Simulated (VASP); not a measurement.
# WS2 in VASP: further runs

Runs on WS2. Level: PBE0. Tasks: single point.

Program: VASP 6.6.1. These are calculated values, not measurements. Logs are shortened: lines on timing, memory, paths and dates and some standing lists are left out, and cuts for length are marked.

### 1 The slab as given

The cell holds a slab with vacuum, 3 atoms: a = 3.184 Å, b = 3.184 Å, c = 16.951 Å, α = 90.00°, β = 90.00°, γ = 120.00°.

### 2 Single point, PBE0

Input file POSCAR:

```
WS2
1.0
    3.1835163552      0.0000000000      0.0000000000
   -1.5917581776      2.7570060369      0.0000000000
    0.0000000000      0.0000000000     16.9505778900
W S
1 2
Direct
    0.0000000000      0.0000000000      0.0000000000
    0.3333333333      0.6666666667      0.0920005100
    0.3333333333      0.6666666667      0.9079994900
```

Input file INCAR.step1:

```
ALGO = Normal ; EDIFF = 1E-5
ENCUT = 250 ; GGA = PE
ISIF = 2 ; ISMEAR = 0
LASPH = T ; LREAL = F
LWAVE = T ; NBANDS = 21
NELM = 100 ; NKRED = 1
PREC = Accurate ; SIGMA = 0.01
```

Input file INCAR.step2:

```
AEXX = 0.25 ; ALGO = Normal
EDIFF = 1E-6 ; ENCUT = 250
GGA = PE ; ISIF = 2
ISMEAR = 0 ; ISTART = 1
LASPH = T ; LCHARG = F
LHFCALC = T ; LREAL = F
LWAVE = F ; NBANDS = 21
NELM = 100 ; NKRED = 1
PREC = Accurate ; PRECFOCK = Fast
SIGMA = 0.01
```

Input file KPOINTS:

```
k-points
0
Gamma
  4 4 1
```

Potentials or basis: VASP PAW PBE potentials, release 64 (W_sv, S).

On the command line:

```
$ cat potpaw_PBE.64/W_sv/POTCAR potpaw_PBE.64/S/POTCAR > POTCAR
$ cp INCAR.step1 INCAR
$ mpirun -np 1 vasp_std > vasp.out
$ cp INCAR.step2 INCAR
$ mpirun -np 1 vasp_std > vasp.out
```

OUTCAR:

```text
AEXX = 0.25
   EDIFF = 1E-6
   ENCUT = 250
   GGA = PE
   ISIF = 2
   ISMEAR = 0
   ISTART = 1
   LASPH = T
   LHFCALC = T
   LREAL = F
   NELM = 100
   NKRED = 1
   PREC = Accurate
   PRECFOCK = Fast

 Found      4 irreducible k-points:

 Following reciprocal coordinates:
            Coordinates               Weight
  0.000000  0.000000  0.000000      1.000000
  0.250000  0.000000  0.000000      6.000000
  0.500000  0.000000  0.000000      3.000000
  0.250000  0.250000  0.000000      6.000000
   k-points           NKPTS =      4   k-points in BZ     NKDIM =     16   number of bands    NBANDS=     21
   number of dos      NEDOS =    301   number of ions     NIONS =      3
   total plane-waves  NPLWV =  23040
   dimension x,y,z NGX =    16 NGY =   16 NGZ =   90
   dimension x,y,z NGXF=    32 NGYF=   32 NGZF=  180
   ions per type =               1   2
   NGX,Y,Z   is equivalent  to a cutoff of   8.36,  8.36,  8.83 a.u.
   NGXF,Y,Z  is equivalent  to a cutoff of  16.71, 16.71, 17.65 a.u.
 SYSTEM =  unknown system
   PREC   = accura    normal or accurate (medium, high low for compatibility)
   ISTART =      1    job   : 0-new  1-cont  2-samecut
   ICHARG =      0    charge: 1-file 2-atom 10-const
   ISPIN  =      1    spin polarized calculation?
   LNONCOLLINEAR =      F non collinear calculations
   LSORBIT =      F    spin-orbit coupling
   LASPH  =      T    aspherical Exc in radial PAW
   ENCUT  =  250.0 eV  18.37 Ry    4.29 a.u.   4.10  4.10 21.85*2*pi/ulx,y,z
   NELM   =    100;   NELMIN=  2; NELMDL=  0     # of ELM steps
   EDIFF  = 0.1E-05   stopping-criterion for ELM
   LREAL  =      F    real-space projection
   EDIFFG = 0.1E-04   stopping-criterion for IOM
   NSW    =      0    number of steps for IOM
   IBRION =     -1    ionic relax: 0-MD 1-quasi-New 2-CG
   NFREE  =      0    steps in history (QN), initial steepest desc. (CG)
   ISIF   =      2    stress and relaxation
   ISYM   =      3    0-nonsym 1-usesym 2-fastsym
   POTIM  = 0.5000    time-step for ionic-motion
   TEBEG  =    0.0;   TEEND  =   0.0 temperature during run
   PSTRESS=    0.0 pullay stress
   NELECT =      26.0000    total number of electrons
   NUPDOWN=      -1.0000    fix difference up-down
   EMIN   =  10.00;   EMAX   =-10.00  energy-range for DOS
   EFERMI =   0.00;   METHOD = LEGACY
   ISMEAR =     0;   SIGMA  =   0.01  broadening in eV -4-tet -1-fermi 0-gaus
   EFERMI_NEDOS =   21; number of points for ismear=-14 and -15
   IALGO  =     38    algorithm
   IMIX   =      1    mixing-type and parameters
     AMIX     =   0.40;   BMIX     =  1.00
     AMIX_MAG =   1.60;   BMIX_MAG =  1.00
  volume/ion in A,a.u.               =      49.59       334.66
  Fermi-wavevector in a.u.,A,eV,Ry     =   0.915285  1.729637 11.398226  0.837746
  Thomas-Fermi vector in A             =   2.040009
   LORBIT       =      0    0 simple, 1 ext, 2 COOP (PROOUT), +10 PAW based schemes
   GGA     = PE    functional components
   LHFCALC =     T    Hartree Fock is set to
   PRECFOCK=fast      Normal, Fast or Accurate (Low or Medium for compatibility)
   ENCUT4O =  -1.0   cutoff for four orbital integrals eV
   NKREDX  =     1    reduce k-point grid by
   NKREDY  =     1    reduce k-point grid by
   NKREDZ  =     1    reduce k-point grid by
   AEXX    =    0.2500 exact exchange contribution
   HFSCREEN=    0.0000 screening length (either q_TF or 0.3 A-1)
   HFSCREENC=   0.0000 screening length for correlation (either q_TF or 0.3 A-1)
   ENCUTFOCK=  -1.0 apply spherical cutoff to Coloumb kernel
   IVDW    =     0    specifies the selected vdW correction
   LEPSILON=     F    determine dielectric tensor
   LRPA    =     F    only Hartree local field effects (RPA)
 non-spin polarized calculation
 Gauss-broadening in eV      SIGMA  =   0.01
  energy-cutoff  :      250.00
  volume of cell :      148.77
 maximum number of plane-waves:      1348
  NGX = 10; NGY = 10; NGZ = 54

 number of electron      25.9999987 magnetization

 Free energy of the ion-electron system (eV)
  ---------------------------------------------------
  ext. energy  EPLUGINS =         0.00000000
  ---------------------------------------------------
  free energy    TOTEN  =       -30.45692062 eV

  energy without entropy =      -30.45692062  energy(sigma->0) =      -30.45692062

 E-fermi :  -1.7191     XC(G=0):  -3.5018

 val. band max:       -1.9875772738   @ k =   0.0000   0.0000   0.0000
 cond. band min:       1.7650136779   @ k =   0.2500   0.0000   0.0000
 fundamental gap:      3.7525909518
 Fermi energy:        -1.7190871702

 k-point     1 :       0.0000    0.0000    0.0000
  band No.  band energies     occupation
      1     -80.0044      2.00000
      2     -42.8026      2.00000
      3     -42.6161      2.00000
      4     -42.6160      2.00000
      5     -18.4765      2.00000
      6     -16.6516      2.00000
[... 13 lines left out ...]
     20       4.9782      0.00000
     21       5.8522      0.00000

 k-point     2 :       0.2500    0.0000    0.0000
  band No.  band energies     occupation
      1     -79.9943      2.00000
      2     -42.8272      2.00000
      3     -42.7654      2.00000
      4     -42.6659      2.00000
      5     -17.4582      2.00000
      6     -16.2939      2.00000
[... 13 lines left out ...]
     20       6.6869      0.00000
     21       7.7203      0.00000

 k-point     3 :       0.5000    0.0000    0.0000
  band No.  band energies     occupation
      1     -79.9835      2.00000
      2     -43.0326      2.00000
      3     -42.7269      2.00000
      4     -42.7158      2.00000
      5     -16.1474      2.00000
      6     -15.8603      2.00000
[... 13 lines left out ...]
     20       7.6197      0.00000
     21       8.7293      0.00000

 k-point     4 :       0.2500    0.2500    0.0000
  band No.  band energies     occupation
      1     -79.9836      2.00000
      2     -42.9547      2.00000
      3     -42.7940      2.00000
      4     -42.7276      2.00000
      5     -16.1780      2.00000
      6     -15.8324      2.00000
[... 13 lines left out ...]
     20       7.9247      0.00000
     21       8.2496      0.00000

------------------------ aborting loop because EDIFF is reached ----------------------------------------

  FORCE on cell =-STRESS in cart. coord.  units (eV):
  Direction    XX          YY          ZZ          XY          YZ          ZX
  --------------------------------------------------------------------------------------
  -------------------------------------------------------------------------------------
  Total       -1.9527935     -1.9527935     -1.6809511      0.0000000      0.0000000     -0.0000000
  in kB      -21.0299188    -21.0299188    -18.1024085      0.0000000      0.0000000     -0.0000000
  external PRESSURE =     -20.0540820 kB  Pullay stress =       0.0000000 kB

 VOLUME and BASIS-vectors are now :
 -----------------------------------------------------------------------------
  energy-cutoff  :      250.00
  volume of cell :      148.77
      direct lattice vectors                 reciprocal lattice vectors
     3.183516355  0.000000000  0.000000000     0.314118066  0.181356150  0.000000000
    -1.591758178  2.757006037  0.000000000     0.000000000  0.362712300  0.000000000
     0.000000000  0.000000000 16.950577890     0.000000000  0.000000000  0.058995039

 POSITION                                       TOTAL-FORCE (eV/Angst)
 -----------------------------------------------------------------------------------
      0.00000      0.00000      0.00000         0.000000      0.000000      0.000000
     -0.00000      1.83800      1.55946        -0.000000     -0.000000     -0.308633
     -0.00000      1.83800     15.39112        -0.000000     -0.000000      0.308633
 -----------------------------------------------------------------------------------
    total drift:                               -0.000018      0.000010      0.000000

  FREE ENERGIE OF THE ION-ELECTRON SYSTEM (eV)
  ---------------------------------------------------
  free  energy   TOTEN  =       -30.4569206195 eV

  energy  without entropy=      -30.4569206195  energy(sigma->0) =      -30.45692062
```

It took 29 s on 1 thread of Intel Xeon 6975P-C (Granite Rapids), shared host; peak memory 0.15 GiB.

The run converged, but a check on its numbers failed (symmetry, net force, bounds or a known fault of this set-up), so they aren't taken as properties of the slab.

Caveat: the k mesh is coarse (spacing up to 0.57 Å⁻¹), so the values aren't converged, least of all with exact exchange; the cutoff lies under the usual one of these potentials, so the numbers hold a large basis-set error; the PAW data sets were made with another functional, which shifts forces and pressure a little; spin-orbit coupling is left out, which moves the levels of the heavy elements.

### 3 Single point, PBE0

POSCAR is that of step 2.

INCAR.step1: that of step 2 with these lines changed.

```diff
@@ -1,3 +1,3 @@
 ALGO = Normal ; EDIFF = 1E-5
-ENCUT = 250 ; GGA = PE
+ENCUT = 300 ; GGA = PE
 ISIF = 2 ; ISMEAR = 0
```

INCAR.step2: that of step 2 with these lines changed.

```diff
@@ -1,3 +1,3 @@
 AEXX = 0.25 ; ALGO = Normal
-EDIFF = 1E-6 ; ENCUT = 250
+EDIFF = 1E-6 ; ENCUT = 300
 GGA = PE ; ISIF = 2
```

Input file KPOINTS:

```
k-points
0
Gamma
  5 5 1
```

Potentials or basis: VASP PAW PBE potentials, release 64 (W_sv, S).

On the command line:

```
$ cat potpaw_PBE.64/W_sv/POTCAR potpaw_PBE.64/S/POTCAR > POTCAR
$ cp INCAR.step1 INCAR
$ mpirun -np 1 vasp_std > vasp.out
$ cp INCAR.step2 INCAR
$ mpirun -np 1 vasp_std > vasp.out
```

Run time: 72 s. Hardware: 1 thread of Intel Xeon 6975P-C (Granite Rapids), shared host; peak memory 0.17 GiB.

These settings aren't checked as converged: the numbers below hold their error.

What came out:

| Property | Result |
| --- | --- |
| Free energy | -30.3869 eV |
| Largest force | 0.258 eV/Å |
| Band gap on the k mesh | 3.52 eV, indirect (least direct gap 4.05 eV) |

Caveat: the k mesh is coarse (spacing up to 0.46 Å⁻¹), so the values aren't converged, least of all with exact exchange; the cutoff is under 1.25 times the usual one of these potentials, so pressure, stress and relaxed cells hold a basis-set (Pulay) error; the PAW data sets were made with another functional, which shifts forces and pressure a little; spin-orbit coupling is left out, which moves the levels of the heavy elements.

### 4 Single point, PBE0

POSCAR is that of step 3.

INCAR.step1: that of step 3 with these lines changed.

```diff
@@ -1,3 +1,3 @@
 ALGO = Normal ; EDIFF = 1E-5
-ENCUT = 300 ; GGA = PE
+ENCUT = 500 ; GGA = PE
 ISIF = 2 ; ISMEAR = 0
```

INCAR.step2: that of step 3 with these lines changed.

```diff
@@ -1,3 +1,3 @@
 AEXX = 0.25 ; ALGO = Normal
-EDIFF = 1E-6 ; ENCUT = 300
+EDIFF = 1E-6 ; ENCUT = 500
 GGA = PE ; ISIF = 2
```

Input file KPOINTS:

```
k-points
0
Gamma
  4 4 1
```

On the command line:

```
$ cat potpaw_PBE.64/W_sv/POTCAR potpaw_PBE.64/S/POTCAR > POTCAR
$ cp INCAR.step1 INCAR
$ mpirun -np 1 vasp_std > vasp.out
$ cp INCAR.step2 INCAR
$ mpirun -np 1 vasp_std > vasp.out
```

Wall time 77 s (1 thread of Intel Xeon 6975P-C (Granite Rapids), shared host); peak memory 0.25 GiB.

These settings aren't checked as converged: the numbers below hold their error.

Results:

```
Free energy            : -30.4866 eV
Largest force          : 0.329 eV/Å
Band gap on the k mesh : 3.75 eV, indirect (least direct gap 4.39 eV)
```

Caveat: the k mesh is coarse (spacing up to 0.57 Å⁻¹), so the values aren't converged, least of all with exact exchange; the PAW data sets were made with another functional, which shifts forces and pressure a little; spin-orbit coupling is left out, which moves the levels of the heavy elements.

### 5 Single point, PBE0

POSCAR is that of step 4.

INCAR.step1: that of step 4 with these lines changed.

```diff
@@ -1,3 +1,3 @@
 ALGO = Normal ; EDIFF = 1E-5
-ENCUT = 500 ; GGA = PE
+ENCUT = 250 ; GGA = PE
 ISIF = 2 ; ISMEAR = 0
```

INCAR.step2: that of step 4 with these lines changed.

```diff
@@ -1,3 +1,3 @@
 AEXX = 0.25 ; ALGO = Normal
-EDIFF = 1E-6 ; ENCUT = 500
+EDIFF = 1E-6 ; ENCUT = 250
 GGA = PE ; ISIF = 2
```

Input file KPOINTS:

```
k-points
0
Gamma
  7 7 2
```

On the command line:

```
$ cat potpaw_PBE.64/W_sv/POTCAR potpaw_PBE.64/S/POTCAR > POTCAR
$ cp INCAR.step1 INCAR
$ mpirun -np 1 vasp_std > vasp.out
$ cp INCAR.step2 INCAR
$ mpirun -np 1 vasp_std > vasp.out
```

Wall time 9.1 min (1 thread of Intel Xeon 6975P-C (Granite Rapids), shared host); peak memory 0.17 GiB.

The run converged, but a check on its numbers failed (symmetry, net force, bounds or a known fault of this set-up), so they aren't taken as properties of the slab.

Caveat: the cutoff lies under the usual one of these potentials, so the numbers hold a large basis-set error; the PAW data sets were made with another functional, which shifts forces and pressure a little; spin-orbit coupling is left out, which moves the levels of the heavy elements.

[end of part 1 of 2]
